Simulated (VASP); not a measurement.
Here is a VASP 6.6.1 calculation.

Contents of INCAR:

```
PREC = Accurate
ENCUT = 600
EDIFF = 1E-6
ISMEAR = 0
SIGMA = 0.03
LREAL = F
LASPH = T
NELM = 80
ALGO = Normal
ISIF = 3
LWAVE = F
LCHARG = F
GGA = PE
IBRION = 2
NSW = 90
EDIFFG = -0.01
```

KPOINTS

```
Automatic mesh
0
Gamma
  8 8 8
```

POSCAR

```
CuI
1.0
    0.0000000000      3.0315000000      3.0315000000
    3.0315000000      0.0000000000      3.0315000000
    3.0315000000      3.0315000000      0.0000000000
Cu I
1 1
Direct
    0.2500000000      0.2500000000      0.2500000000
    0.0000000000      0.0000000000      0.0000000000
```

Potentials or basis: VASP PAW PBE potentials, release 64 (Cu, I).

Launch:

```console
$ cat potpaw_PBE.64/Cu/POTCAR potpaw_PBE.64/I/POTCAR > POTCAR
$ mpirun -np 1 vasp_std > vasp.out
```

**Question.** Estimate the relaxed volume.

**Answer.** 28.09 Å³/atom.

**Question.** Predict the space group after relaxing (to 0.05 Å).

**Answer.** F-43m (No. 216).

Final structure:
```
Cu I
1.0
     0.00000    3.03983    3.03983
     3.03983    0.00000    3.03983
     3.03983    3.03983    0.00000
Cu I
1 1
Direct
  0.25000 0.25000 0.25000
  0.00000 0.00000 0.00000
```

 PBE usually gives volumes a little too large and moduli too small.
